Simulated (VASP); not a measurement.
A VASP calculation is set up with these files.

### POSCAR
```
ZnTe
1
    0.0000000000     3.1110000000     3.1110000000
    3.1110000000     0.0000000000     3.1110000000
    3.1110000000     3.1110000000     0.0000000000
Zn Te
1 1
Direct
 -0.0112504018   0.0112504018   0.0273224044
  0.2500000000   0.2500000000   0.2500000000
```

KPOINTS:
```
Automatic mesh
0
Gamma
6 6 6
0 0 0
```

INCAR:
```
SYSTEM = ZnTe
PREC = Accurate
ENCUT = 400
EDIFF = 1E-6
NELM = 100
ALGO = Normal
LREAL = .FALSE.
LASPH = .TRUE.
ISMEAR = 0
SIGMA = 0.05
GGA = PE
LMAXMIX = 4
LWAVE = .FALSE.
LCHARG = .FALSE.
ISIF = 2
IBRION = 2
NSW = 0
EDIFFG = -0.01
```

POTCAR, in this order: Zn Te (PBE.64 set). Program: vasp_std.

Output of the run:

**standard output**
```
 POSCAR found type information on POSCAR ZnTe
 POSCAR found :  2 types and       2 ions
 Reading from existing POTCAR
 Reading from existing POTCAR
 LDA part: xc-table for (Slater+PW92), standard interpolation
 POSCAR, INCAR and KPOINTS ok, starting setup
 WAVECAR not read
 entering main loop
       N       E                     dE             d eps       ncg     rms          rms(c)
DAV:   1     0.694730466673E+02    0.69473E+02   -0.72350E+03  2912   0.119E+03
DAV:   2    -0.144794944114E+01   -0.70921E+02   -0.68316E+02  3152   0.231E+02
DAV:   3    -0.526912490736E+01   -0.38212E+01   -0.38094E+01  3602   0.555E+01
DAV:   4    -0.532279613732E+01   -0.53671E-01   -0.53663E-01  4024   0.650E+00
DAV:   5    -0.532325104267E+01   -0.45491E-03   -0.45490E-03  3512   0.455E-01    0.442E+00
DAV:   6    -0.515123079533E+01    0.17202E+00   -0.59072E-01  3789   0.211E+01    0.349E+00
DAV:   7    -0.514048121331E+01    0.10750E-01   -0.11100E-01  3337   0.380E+00    0.139E+00
DAV:   8    -0.514051574410E+01   -0.34531E-04   -0.46710E-03  3581   0.707E-01    0.368E-01
DAV:   9    -0.514077019693E+01   -0.25445E-03   -0.10872E-03  3162   0.308E-01    0.120E-01
DAV:  10    -0.514079080749E+01   -0.20611E-04   -0.74472E-05  3532   0.856E-02    0.921E-02
DAV:  11    -0.514084852232E+01   -0.57715E-04   -0.84661E-05  3012   0.687E-02    0.461E-02
DAV:  12    -0.514084928474E+01   -0.76243E-06   -0.52820E-06  3600   0.414E-02
   1 F= -.51408493E+01 E0= -.51408493E+01  d E =-.188619E-11
```

**OUTCAR**
```
------------------------ aborting loop because EDIFF is reached ----------------------------------------
  FORCE on cell =-STRESS in cart. coord.  units (eV):
  Direction    XX          YY          ZZ          XY          YZ          ZX
  --------------------------------------------------------------------------------------
  Total       -0.2616090     -0.2098560     -0.1978781      0.0877249      0.4534373      0.1952000
  in kB       -6.9603857     -5.5834417     -5.2647572      2.3340152     12.0641793      5.1935018
  external PRESSURE =      -5.9361949 kB  Pullay stress =       0.0000000 kB
  volume of cell :       60.22
      direct lattice vectors                 reciprocal lattice vectors
     0.000000000  3.111000000  3.111000000    -0.160720026  0.160720026  0.160720026
     3.111000000  0.000000000  3.111000000     0.160720026 -0.160720026  0.160720026
     3.111000000  3.111000000  0.000000000     0.160720026  0.160720026 -0.160720026
 POSITION                                       TOTAL-FORCE (eV/Angst)
 -----------------------------------------------------------------------------------
      0.12000      3.16100      3.11100        -0.508188     -0.219359     -0.083436
      1.55550      1.55550      1.55550         0.508188      0.219359      0.083436
 -----------------------------------------------------------------------------------
    total drift:                               -0.001584      0.000067     -0.000001
  FREE ENERGIE OF THE ION-ELECTRON SYSTEM (eV)
  ---------------------------------------------------
  free  energy   TOTEN  =        -5.1408492847 eV

  energy  without entropy=       -5.1408492847  energy(sigma->0) =       -5.14084928
```
(Selected blocks of OUTCAR.)

The run ends quietly. Is anything wrong with it?

The cause: NSW = 0, so the ions never move. The run ends without an error. Against the sound run, the energy per atom (σ→0) rises by 0.018 eV/atom; the pressure increases by 0.32 GPa; the largest force rises by 0.555 eV/Å; the band gap drops by 0.13 eV. To mend it, set NSW = 40.

The mended run (PBE GGA, plane waves, VASP's PBE PAW potentials (set 64)) converges, and its OSZICAR ends with
```
   6 F= -.51766597E+01 E0= -.51766597E+01  d E =-.138274E-04
```

The compound is ZnTe in the zinc blende structure. The cell was not relaxed at this level, atoms are displaced from their ideal sites.
